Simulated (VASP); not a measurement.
# ZrN: relaxation of cell and atoms with PBE

The system is ZrN.

```
Zr N
1.0
     0.00000    2.29813    2.29813
     2.29813    0.00000    2.29813
     2.29813    2.29813    0.00000
Zr N
1 1
Cartesian
  2.2981 2.2981 2.2981
  0.0000 0.0000 0.0000
```

```json
{"Program": "VASP 6.6.1", "Task": "relaxation of cell and atoms", "Functional": "PBE", "Potentials or basis": "VASP PAW PBE potentials, release 64 (Zr_sv, N)", "Cutoff": "520 eV", "k mesh": "10 × 10 × 10", "Occupations": "gaussian, width 0.1 eV", "Spin": "no spin polarisation", "Further INCAR settings": "ALGO = Normal; EDIFF = 1e-07; IBRION = 2; POTIM = 0.3; EDIFFG = -0.005; NSW = 60; ISIF = 3"}
```

| Property | Result |
| --- | --- |
| Pressure after relaxing | 0.0 GPa |
| Band gap on the k mesh | none (metal or under the smearing width) |

Final structure:
```
Zr N
1.0
     0.00000    2.29813    2.29813
     2.29813    0.00000    2.29813
     2.29813    2.29813    0.00000
Zr N
1 1
Cartesian
  2.2981 2.2981 2.2981
  0.0000 0.0000 0.0000
```

Levels at points of the mesh, in eV from the Fermi level:
| k point | band 5 | band 6 | band 7 | band 8 | band 9 | band 10 | band 11 | band 12 |
| --- | --- | --- | --- | --- | --- | --- | --- | --- |
| (0.00, 0.00, 0.00) | -16.28 | -2.69 | -2.69 | -2.69 | -0.43 | -0.43 | -0.43 | 1.54 |
| (0.50, 0.00, 0.00) | -14.12 | -7.66 | -5.69 | -5.69 | 2.95 | 3.02 | 3.02 | 4.68 |
| (0.50, 0.50, 0.00) | -15.74 | -4.60 | -3.48 | -3.20 | -3.20 | 3.31 | 4.45 | 4.45 |

Wall time 7.3 s on 1 thread of Intel(R) Xeon(R) Platinum 8488C (Sapphire Rapids), on a shared host, peak memory 0.14 GiB.

Caveat: the relaxation stopped at its first step, so nothing moved.
